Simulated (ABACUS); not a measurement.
# AlN (P6_3mc) in ABACUS: single point with MS2

Aim: the single point of AlN with MS2.

Everything below comes from runs of ABACUS 3.10.1. Logs are shortened: lines on timing, memory, paths and dates and some standing lists are left out, and cuts for length are marked.

## (1) The crystal as given

Symmetry: P6_3mc, No. 186, hexagonal system. The conventional cell has a = 3.113 Å, b = 3.113 Å, c = 4.981 Å, α = 90.00°, β = 90.00°, γ = 120.00°. Al (site symmetry 3m) is surrounded by 4 N at 1.89 Å. N (site symmetry 3m) has 4 Al at 1.89 Å as nearest neighbours.

## (2) Single point, MS2

Input file run_abacus.py:

```python
"""ABACUS run from a structure file: ASE reads it, the script writes STRU, KPT and INPUT."""
import re
import subprocess
from ase.io import read
from ase.units import Bohr

atoms = read("AlN.cif")
atoms = atoms[(-atoms.numbers).argsort(kind="stable")]  # ABACUS lists atoms element by element
pseudo = {'Al': 'Al_ONCV_PBE-1.2.upf', 'N': 'N_ONCV_PBE-1.2.upf'}
orbital = {}
magmoms = None
kmesh = [6, 6, 4]
params = {
    'suffix': 'AlN',
    'calculation': 'scf',
    'basis_type': 'pw',
    'pseudo_dir': './',
    'symmetry': 1,
    'dft_functional': 'MGGA_X_MS2+GGA_C_REGTPSS',
    'ecutwfc': 97,
    'pseudo_rcut': 10,
    'nspin': 1,
    'nbands': 26,
    'ks_solver': 'dav',
    'smearing_method': 'fd',
    'smearing_sigma': 0.00367493,
    'scf_thr': 1e-08,
    'scf_nmax': 100,
    'mixing_type': 'broyden',
    'mixing_beta': 0.7,
    'cal_force': 1,
    'cal_stress': 1,
    'mixing_tau': 1,
    'out_chg': 1,
    'out_pot': 2,
    'out_elf': 1,
}

symbols = atoms.get_chemical_symbols()
elements = list(dict.fromkeys(symbols))
lines = ["ATOMIC_SPECIES"] + [f"{e} {atoms.get_masses()[symbols.index(e)]:.4f} {pseudo[e]}" for e in elements]
if orbital:
    lines += ["", "NUMERICAL_ORBITAL"] + [orbital[e] for e in elements]
lines += ["", "LATTICE_CONSTANT", f"{1 / Bohr:.10f}", "", "LATTICE_VECTORS"]
lines += [" ".join(f"{x:.10f}" for x in v) for v in atoms.cell]
lines += ["", "ATOMIC_POSITIONS", "Direct"]
for e in elements:
    lines += ["", e, "0.0", str(symbols.count(e))]
    for i, p in enumerate(atoms.get_scaled_positions(wrap=False)):
        if symbols[i] == e:
            mag = "" if magmoms is None else " mag " + " ".join(str(x) for x in (magmoms[i] if isinstance(magmoms[i], list) else [magmoms[i]]))
            lines.append(" ".join(f"{x:.10f}" for x in p) + " 1 1 1" + mag)
open("STRU", "w").write("\n".join(lines) + "\n")
open("KPT", "w").write("K_POINTS\n0\nGamma\n%d %d %d 0 0 0\n" % tuple(kmesh))
open("INPUT", "w").write("INPUT_PARAMETERS\n" + "".join(f"{k:<20s}{v}\n" for k, v in params.items()))

done = subprocess.run(['mpirun', '-np', '4', 'abacus'])
if done.returncode:
    raise SystemExit(done.returncode)
log = open("OUT.AlN/running_scf.log").read()
print("final energy (eV):", re.findall(r"FINAL_ETOT_IS (\S+)", log))
```

Input file AlN.cif:

```cif
data_AlN
_cell_length_a 3.11300000
_cell_length_b 3.11300000
_cell_length_c 4.98100000
_cell_angle_alpha 90.00000000
_cell_angle_beta 90.00000000
_cell_angle_gamma 120.00000000
_space_group_name_H-M_alt 'P1'
_space_group_name_Hall 'P 1'
_space_group_IT_number 1
loop_
_space_group_symop_operation_xyz
'x,y,z'
loop_
_atom_site_label
_atom_site_type_symbol
_atom_site_symmetry_multiplicity
_atom_site_Wyckoff_symbol
_atom_site_fract_x
_atom_site_fract_y
_atom_site_fract_z
_atom_site_occupancy
Al1 Al 1 a 0.6666666667 0.3333333333 0.5000000000 1
Al2 Al 1 a 0.3333333333 0.6666666667 0.0000000000 1
N1 N 1 a 0.6666666667 0.3333333333 0.8800000000 1
N2 N 1 a 0.3333333333 0.6666666667 0.3800000000 1
```

Potentials or basis: SG15 ONCV 1.2 PBE, plane waves.

The run is started by

```
$ OMP_NUM_THREADS=1 python run_abacus.py > log
```

running log:

```text
ABACUS v3.10.1

               Atomic-orbital Based Ab-initio Computation at UStc

 ------------------------------------------------------------------------------------

 READING GENERAL INFORMATION
                           global_out_dir = OUT.AlN/
                           global_in_card = INPUT
                               pseudo_dir = ./
                              orbital_dir =
                                    DSIZE = 4
                                    GSIZE = 1

 READING UNITCELL INFORMATION
                                    ntype = 2
                  lattice constant (Bohr) = 1.88973
              lattice constant (Angstrom) = 1

 READING ATOM TYPE 1
                               atom label = Al
                      L=0, number of zeta = 1
                      L=1, number of zeta = 1
                      L=2, number of zeta = 1
             number of atom for this type = 2

 READING ATOM TYPE 2
                               atom label = N
                      L=0, number of zeta = 1
                      L=1, number of zeta = 1
                      L=2, number of zeta = 1
             number of atom for this type = 2

                        TOTAL ATOM NUMBER = 4
DIRECT COORDINATES
    atom                   x                   y                   z     mag                  vx                  vy                  vz
taud_Al1            0.6666666667        0.3333333333        0.5000000000  0.0000        0.0000000000        0.0000000000        0.0000000000
taud_Al2            0.3333333333        0.6666666667        0.0000000000  0.0000        0.0000000000        0.0000000000        0.0000000000
taud_N1            0.6666666667        0.3333333333        0.8800000000  0.0000        0.0000000000        0.0000000000        0.0000000000
taud_N2            0.3333333333        0.6666666667        0.3800000000  0.0000        0.0000000000        0.0000000000        0.0000000000

                          Volume (Bohr^3) = 282.099
                             Volume (A^3) = 41.8028

 Lattice vectors: (Cartesian coordinate: in unit of a_0)
               +3.113                  +0                  +0
              -1.5565            +2.69594                  +0
                   +0                  +0              +4.981
 Reciprocal vectors: (Cartesian coordinate: in unit of 2 pi/a_0)
            +0.321234           +0.185464                  -0
                   -0           +0.370929                  -0
                   +0                  -0           +0.200763
 The esolver type has been set to : ksdft_pw

                PAO radial cut off (Bohr) = 10

 Read in pseudopotential file is Al_ONCV_PBE-1.2.upf
                     pseudopotential type = NC
          exchange-correlation functional = PBE
                 nonlocal core correction = 0
                        valence electrons = 11
                                     lmax = 1
[... 175 lines left out ...]
                         number of sticks = 295

 PARALLEL PW FOR WAVE FUNCTIONS
     PROC   COLUMNS(POT)             PW
        1             72           1582
        2             74           1582
        3             75           1581
        4             74           1582
 --------------- sum -------------------
        4            295           6327

 SETUP NONLOCAL PSEUDOPOTENTIALS IN PLANE WAVE BASIS
 Al non-local projectors:
 projector 1 L=0
 projector 2 L=0
 projector 3 L=1
 projector 4 L=1
 N non-local projectors:
 projector 1 L=0
 projector 2 L=0
 projector 3 L=1
 projector 4 L=1
      TOTAL NUMBER OF NONLOCAL PROJECTORS = 32

 Init Non-Local PseudoPotential table :
 Init Non-Local-Pseudopotential done.

                                     npwx = 1156

 -------------------------------------------
 SELF-CONSISTENT
 -------------------------------------------
                                 init_chg = atomic

 PW ALGORITHM --------------- ION=   1  ELEC=   1--------------------------------

 Density error is 0.648877874226
                          Error Threshold = 0.01
----------------------------------------------------------
     Energy           Rydberg                 eV
----------------------------------------------------------
 E_KohnSham     -313.8513367746      -4270.1665050519
 E_Harris       -314.1791417719      -4274.6265208478
 E_Fermi        1.0205517612         13.8853190569
----------------------------------------------------------
[... 99 lines left out ...]
 Density error is 9.01421875257e-11
                          Error Threshold = 2.24657279097e-10
----------------------------------------------------------
     Energy           Rydberg                 eV
----------------------------------------------------------
 E_KohnSham     -314.1238719411      -4273.8745362219
 E_KS(sigma->0) -314.1238719411      -4273.8745362219
 E_Harris       -314.1238920680      -4273.8748100616
 E_band         -64.7482148533       -880.9446573325
 E_one_elec     -168.3634960291      -2290.7028811959
 E_Hartree      76.0760353301        1035.0675617381
 E_xc           -38.7146392275       -526.7396895080
 E_Ewald        -183.1217720146      -2491.4995272562
 E_entropy(-TS) -0.0000000000        -0.0000000000
 E_descf        0.0000000000         0.0000000000
 E_exx          0.0000000000         0.0000000000
 E_Fermi        0.9650747306         13.1305153318
----------------------------------------------------------

 charge density convergence is achieved
 final etot is -4273.8745362 eV
 EFERMI = 13.130515332 eV
The vacuum level is 10.610675484 eV

 STATE ENERGY(eV) AND OCCUPATIONS    NSPIN == 1
 1/21 kpoint (Cartesian) = 0.0000 0.0000 0.0000 (1156 pws)
       1       -91.2925      0.0138889
       2       -91.2911      0.0138889
       3       -50.8833      0.0138889
       4       -50.8684      0.0138889
       5       -50.8571      0.0138889
       6       -50.8571      0.0138889
[... 158 lines left out ...]
      25        29.4937        0.00000
      26        30.3549        0.00000

[... levels at 15 further k points ...]

------------------------------------------------------------------------------------------
 TOTAL-FORCE (eV/Angstrom)
------------------------------------------------------------------------------------------
                       Al1         0.0000000000         0.0000000000        -0.1147004859
                       Al2         0.0000000000         0.0000000000        -0.1147004859
                        N1         0.0000000000         0.0000000000         0.1147004859
                        N2         0.0000000000         0.0000000000         0.1147004859
------------------------------------------------------------------------------------------

----------------------------------------------------------------
 TOTAL-STRESS (KBAR)
----------------------------------------------------------------
      2136.0062102905        -0.0000000000         0.0000000000
         0.0000000000      2136.0062102603        -0.0000000000
         0.0000000000         0.0000000000      2149.3807591835
----------------------------------------------------------------
 TOTAL-PRESSURE: 2140.464393 KBAR

 --------------------------------------------
 !FINAL_ETOT_IS -4273.8745362218623995 eV
 --------------------------------------------
```

INPUT:

```text
INPUT_PARAMETERS
suffix              AlN
calculation         scf
basis_type          pw
pseudo_dir          ./
symmetry            1
dft_functional      MGGA_X_MS2+GGA_C_REGTPSS
ecutwfc             97
pseudo_rcut         10
nspin               1
nbands              26
ks_solver           dav
smearing_method     fd
smearing_sigma      0.00367493
scf_thr             1e-08
scf_nmax            100
mixing_type         broyden
mixing_beta         0.7
cal_force           1
cal_stress          1
mixing_tau          1
out_chg             1
out_pot             2
out_elf             1
```

STRU:

```text
ATOMIC_SPECIES
Al 26.9815 Al_ONCV_PBE-1.2.upf
N 14.0070 N_ONCV_PBE-1.2.upf

LATTICE_CONSTANT
1.8897261258

LATTICE_VECTORS
3.1130000000 0.0000000000 0.0000000000
-1.5565000000 2.6959370820 0.0000000000
0.0000000000 0.0000000000 4.9810000000

ATOMIC_POSITIONS
Direct

Al
0.0
2
0.6666666667 0.3333333333 0.5000000000 1 1 1
0.3333333333 0.6666666667 0.0000000000 1 1 1

N
0.0
2
0.6666666667 0.3333333333 0.8800000000 1 1 1
0.3333333333 0.6666666667 0.3800000000 1 1 1
```

It took 43 s on 4 MPI ranks of Intel Xeon Platinum 8488C (Sapphire Rapids), shared host; peak memory 0.36 GiB.

What came out:

```
Free energy            : -4273.8745 eV
Pressure               : 214.0 GPa
Largest force          : 0.115 eV/Å
Band gap on the k mesh : 5.26 eV, direct
```

Forces in eV/Å, atoms in the order of the input:
```
Al   0.000  0.000 -0.115
Al   0.000  0.000 -0.115
N    0.000  0.000  0.115
N    0.000  0.000  0.115
```

Stress tensor (GPa, compression positive):
```
213.60   0.00   0.00
  0.00 213.60   0.00
  0.00   0.00 214.94
```

Levels at points of the mesh, in eV from the valence-band top:
```tsv
k point	band 12	band 13	band 14	band 15	band 16	band 17	band 18	band 19	band 20	band 21
(0.00, 0.00, 0.00)	-0.87	-0.87	-0.21	-0.21	0.00	5.26	7.89	12.05	12.33	12.33
(0.50, 0.50, 0.00)	-4.32	-3.47	-2.16	-1.82	-0.68	6.42	6.61	9.44	11.66	11.87
(0.00, 0.00, 0.50)	-3.49	-0.55	-0.55	-0.55	-0.55	7.66	7.66	11.68	11.68	12.65
(0.50, 0.50, 0.50)	-5.81	-1.50	-1.50	-1.42	-1.42	6.06	6.06	10.37	10.37	13.65
```

Caveat: a pressure of tens of GPa on the cell as given is suspect, and the run, the potentials or the cell itself is likely at fault; the potentials were made for another functional, which shifts forces and pressure. A k mesh can miss the band edges.
